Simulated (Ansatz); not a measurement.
# Elastic response of diamond-structure Si, size series (64 atoms), part 3 of 3

Aim: relax diamond-structure Si, size series (64 atoms), then change its volume and shape to read moduli from the stress.

Ansatz 0.2.0; Kohn-Sham DFT, PBE, PAW (set soft_2), plane waves.

The cell: 64 Si. Sampling is at Γ alone.

So far. Step 10 (Stretched by 1 % along x): The relaxation converged after 2 steps, 0 eV below its start, with a largest force component of 0.0017 eV/Å. Step 10 (Stretched by 1 % along x): Stretched by 1 % along x: the energy stands 0.0618 eV above that of the reference, at a pressure of -0.866 GPa.

### 11. Compressed by 1 % along x

The relaxed cell is strained along x alone, which gives the stiffness along x and its coupling to y and z.

File input.yaml:

```yaml
crystal:
  lattice:
    - [10.8619, 6.0e-05, 2.0e-05]
    - [6.0e-05, 10.97137, -6.0e-05]
    - [2.0e-05, -6.0e-05, 10.9716]
  atoms:
    [... the 64 atom lines of step 4 ...]
kpoints:
  mp_grid: { grid: [1, 1, 1] }
hamiltonian:
  xc: pbe
scf:
  occupations: { method: fixed }
output:
  forces: true
  eigenvalues: true
  stress: true
relax:
  f_tol: 0.05
  max_steps: 70
```

Launch:

```console
> ansatz run input.yaml --threads 4 --pin off --max-ram 8192MiB --backend cpu --events-out ev --progress --plain --runs-dir out
```

Numbers of over 12 decimals in the logs are rounded to 6 here.

Output:

```text
[...]
Crystal: 64 atoms, lattice volume = 1307.485 Å³
Basis set: ecut = 420 eV, 25581 PW (Γ), exchange–correlation on 150×150×150 points (8 copies of the dense FFT grid, shifted against one another)
Bands: 192, of which v1, the nominal top of the filled ones, is band 128 counted from 1 (127 counted from 0)
Symmetry: 1 space group operations
[...]
k-points: 1
[...]
SCF iter   1: F=—  HF=-40685.139303 eV  |F-HF|=—  |Δ(HF+E_count)|=         —  Δρ=1.88e-3  dr2=7.39e-2  ethr=1.77e-3  ⟨swp⟩=5.0  Hψ=713  notcnv=0  defer=58
[...]
SCF iter   5: F=-40685.124698 eV  HF=-40685.124697 eV  |F-HF|=1.39e-6  |Δ(HF+E_count)|=   7.12e-5  Δρ=8.05e-6  dr2=1.32e-6  ethr=2.24e-8  ⟨swp⟩=2.0  Hψ=259  notcnv=0  defer=62
SCF iter   6: F=-40685.124699 eV  HF=-40685.124699 eV  |F-HF|=5.65e-9  |Δ(HF+E_count)|=   1.77e-6  Δρ=1.76e-6  dr2=6.67e-8  ethr=5.15e-10  ⟨swp⟩=36.0  Hψ=1646  notcnv=0
SCF 1 converged in 6 iterations: F = -40685.124699 eV  dr2 = 6.67e-8
[...]
relax step   1: F+E_penalty+E_count = -40685.12469874 eV  Δ(F+E_penalty+E_count) = +0.000e0 eV  max|allowed force component| = 1.676e-3 eV/Å  Δτ_max = 0.0000 Å  (6 SCF iters, dr2 threshold 6.25e-5 eV, accepted)
[...]
SCF iter   2: F=-40685.124699 eV  HF=-40685.124699 eV  |F-HF|=1.67e-8  |Δ(HF+E_count)|=   6.19e-7  Δρ=1.30e-6  dr2=2.09e-8  ethr=3.39e-11  ⟨swp⟩=6.0  Hψ=680  notcnv=0
SCF 2 converged in 2 iterations: F = -40685.124699 eV  dr2 = 2.09e-8
relax step   2: F+E_penalty+E_count = -40685.12469877 eV  Δ(F+E_penalty+E_count) = -2.651e-8 eV  max|allowed force component| = 1.673e-3 eV/Å  Δτ_max = 0.0000 Å  (2 SCF iters, accepted)
SCF converged after 2 iterations
Free energy (F): -40685.124699 eV
[...]
Internal energy: -40685.124699 eV  (E = F + TS)
E sigma→0 (E₀):  -40685.124699 eV
Fermi energy:    6.115929 eV
[...]
Σ components = -40685.124699   (vs F -40685.124699, Δ=0.00e0)
--- Forces (eV/Å), atoms counted from 1 ---
  atom   1  Si     0.00049259    -0.00067913    -0.00036528
  atom   2  Si    -0.00092774     0.00007005     0.00044505
  atom   3  Si     0.00017517    -0.00024718    -0.00034426
  atom   4  Si     0.00167345     0.00100196     0.00029303
[...]
atom  64  Si     0.00015986    -0.00029122    -0.00048913
  max |Σ_I F_I| component: 1.99e-6 eV/Å
--- Stress (GPa, compression-positive) ---
        1.540621      -0.000384      -0.000009
       -0.000384       0.618117       0.000617
       -0.000009       0.000617       0.616085
  P = ⅓ Tr σ = 0.9249 GPa (9.249 kbar)
--- Band table (eV) ---
[...]
--- Relaxed structure (2 steps of the walk, 2 accepted, 0 SCFs on fresh bases) ---
  F+E_penalty+E_count = -40685.12469877 eV   max|allowed force component| = 1.673e-3 eV/Å
  atoms:
    - { symbol: Si, position: [0.00018, 0.999690, 0.00057] }
    - { symbol: Si, position: [0.12521, 0.124670, 0.125560] }
    - { symbol: Si, position: [0.00019, 0.249660, 0.250560] }
    - { symbol: Si, position: [0.125160, 0.374650, 0.375580] }
[...]
- { symbol: Si, position: [0.875190, 0.874690, 0.625590] }
```

Wall time 14 s (4 threads of Arm Neoverse V1, shared host); peak memory 1.1 GiB.

The relaxation converged after 2 steps, 0 eV below its start, with a largest force component of 0.0017 eV/Å.

Compressed by 1 % along x: the energy stands 0.0635 eV above that of the reference, at a pressure of 0.925 GPa.

### 12. Sheared by 2 % in xy

A shear of the relaxed cell gives the modulus that volume changes can't reach.

input.yaml, the sections that differ from step 11:

```yaml
crystal:
  lattice:
    - [10.97162, 0.10978, 2.0e-05]
    - [0.10977, 10.97137, -6.0e-05]
    - [2.0e-05, -6.0e-05, 10.9716]
  atoms:
    [... the 64 atom lines of step 4 ...]
# kpoints, hamiltonian, scf, output, relax: as in step 11
```

Output:

```text
[...]
Crystal: 64 atoms, lattice volume = 1320.560 Å³
Basis set: ecut = 420 eV, 25809 PW (Γ), exchange–correlation on 150×150×150 points (8 copies of the dense FFT grid, shifted against one another)
Bands: 192, of which v1, the nominal top of the filled ones, is band 128 counted from 1 (127 counted from 0)
Symmetry: 1 space group operations
[...]
k-points: 1
[...]
SCF iter   1: F=—  HF=-40685.038798 eV  |F-HF|=—  |Δ(HF+E_count)|=         —  Δρ=1.75e-3  dr2=6.41e-2  ethr=1.77e-3  ⟨swp⟩=5.0  Hψ=713  notcnv=0  defer=58
[...]
SCF iter   6: F=-40685.026760 eV  HF=-40685.026760 eV  |F-HF|=8.29e-9  |Δ(HF+E_count)|=   1.21e-6  Δρ=1.78e-6  dr2=6.91e-8  ethr=3.85e-10  ⟨swp⟩=27.0  Hψ=1606  notcnv=0
SCF 1 converged in 6 iterations: F = -40685.026760 eV  dr2 = 6.91e-8
[...]
relax step   1: F+E_penalty+E_count = -40685.02676019 eV  Δ(F+E_penalty+E_count) = +0.000e0 eV  max|allowed force component| = 1.729e-1 eV/Å  Δτ_max = 0.0000 Å  (6 SCF iters, dr2 threshold 6.25e-5 eV, accepted)
[...]
SCF iter   5: F=-40685.060672 eV  HF=-40685.060672 eV  |F-HF|=5.33e-9  |Δ(HF+E_count)|=   1.30e-7  Δρ=9.90e-7  dr2=3.47e-8  ethr=3.91e-11  ⟨swp⟩=16.0  Hψ=1046  notcnv=0
SCF 2 converged in 5 iterations: F = -40685.060672 eV  dr2 = 3.47e-8
[...]
relax step   2: F+E_penalty+E_count = -40685.06067172 eV  Δ(F+E_penalty+E_count) = -3.391e-2 eV  max|allowed force component| = 2.590e-2 eV/Å  Δτ_max = 0.0056 Å  (5 SCF iters, accepted)
SCF converged after 5 iterations
Free energy (F): -40685.060672 eV
[...]
Internal energy: -40685.060672 eV  (E = F + TS)
E sigma→0 (E₀):  -40685.060672 eV
Fermi energy:    6.041574 eV
[...]
--- Forces (eV/Å), atoms counted from 1 ---
  atom   1  Si     0.00006461    -0.00027134     0.02577576
  atom   2  Si    -0.00010677     0.00015512    -0.02544959
  atom   3  Si     0.00003731    -0.00025747     0.02555350
  atom   4  Si     0.00046206     0.00023892    -0.02567692
  atom   5  Si     0.00010997     0.00018045     0.02552628
  atom   6  Si     0.00008340     0.00006443    -0.02567899
  atom   7  Si    -0.00027266    -0.00010883     0.02572246
  atom   8  Si    -0.00017906    -0.00025470    -0.02564291
  atom   9  Si     0.00003098    -0.00029722     0.02572633
  atom  10  Si    -0.00041517    -0.00010710    -0.02560953
  atom  11  Si     0.00002872     0.00036104     0.02583870
  atom  12  Si     0.00013390     0.00032305    -0.02580278
  atom  13  Si     0.00043049     0.00011134     0.02538365
  atom  14  Si     0.00011903     0.00005824    -0.02559012
[...]
atom  63  Si    -0.00028964     0.00004845     0.02557924
  atom  64  Si    -0.00001958    -0.00005019    -0.02578489
  max |Σ_I F_I| component: 1.47e-6 eV/Å
--- Stress (GPa, compression-positive) ---
        0.030372      -1.602485      -0.000221
       -1.602485       0.032497       0.000799
       -0.000221       0.000799       0.012462
  P = ⅓ Tr σ = 0.0251 GPa (0.251 kbar)
--- Band table (eV) ---
[...]
--- Relaxed structure (2 steps of the walk, 2 accepted, 0 SCFs on fresh bases) ---
  F+E_penalty+E_count = -40685.06067172 eV   max|allowed force component| = 2.590e-2 eV/Å
  atoms:
    - { symbol: Si, position: [0.000181216, 0.999681, 0.0010617] }
    - { symbol: Si, position: [0.125192, 0.124669, 0.125081] }
    - { symbol: Si, position: [0.000184011, 0.249667, 0.251060] }
    - { symbol: Si, position: [0.125174, 0.374659, 0.375092] }
[...]
- { symbol: Si, position: [0.875190, 0.874677, 0.625090] }
```

The job ended after 16 s (4 threads; peak memory 1.1 GiB; 61 s of CPU time).

The relaxation converged after 2 steps, 0.0339 eV below its start, with a largest force component of 0.026 eV/Å.

Sheared by 2 % in xy: the energy stands 0.128 eV above that of the reference, at a pressure of 0.0251 GPa.

### 13. Pressure against volume

Atoms are relaxed at each volume, in the scaled cell.

```csv
volume change (%),volume (Å³/atom),energy change (meV/atom),pressure (GPa),largest move on relaxing (Å),bonds,gap (eV)
-10,18.572,69.28,11.67,0.04,128,0.52
-6,19.398,23.18,6.32,0.00,128,0.62
-3,20.017,5.50,2.92,0.00,128,0.686
+0,20.636,0.00,0.01,-,128,0.746
+3,21.255,4.88,-2.48,0.00,128,0.801
+6,21.874,18.65,-4.59,0.00,128,0.851
```

### 14. Uniaxial strain and shear

Stress (GPa, compression positive) less that of the relaxed cell, atoms relaxed:

```csv
strain,xx,yy,zz,xy,energy change (meV/atom)
stretched by 1 % along x,-1.513,-0.559,-0.559,0.000,0.97
compressed by 1 % along x,1.530,0.606,0.606,0.000,0.99
sheared by 2 % in xy,0.020,0.020,0.002,-1.602,1.99
```

### 15. What came out

The bulk modulus, from the slope of pressure against ln V over the three points nearest the relaxed volume, is 89.9 GPa; a quadratic over all points gives a pressure derivative of about 4.3. The gap goes from 0.52 eV at the smallest volume to 0.851 eV at the largest, +2.0 eV per unit of ln V by a straight line, on the run's k-points. In the Cartesian axes of the cell, finite differences give C11 = 152, C12 = 58.2, C13 = 58.2 and C66 = 80.1 GPa (the shear of 2 % is the engineering strain, εxy = 0.01). The mean of C11, C12 and C13, which equals the bulk modulus in a cubic or isotropic solid, is 89.5 GPa: it agrees with the bulk modulus within 10 %.

Caveats: Strains are finite and relaxations stop at the force tolerance of the input, which can leave moduli too stiff; they are those of a static cell at zero temperature. Volumes are changed with the cell's shape held, so in an anisotropic solid the modulus lies over the one under free hydrostatic load. The program notes that the SCF threshold of the relaxations is loose for the stress.

The DFT runs together took 3.7 min of wall time.

[Logs are printed without paths, hosts, clocks, repeated set-up lines and the standing remarks that a program may print on its own settings, such as how far it seeks lower states.]

[Hosts, paths, dates, database ids (printed as entryN), source tags and the programs' standing remarks are cut or masked in the printed files.]
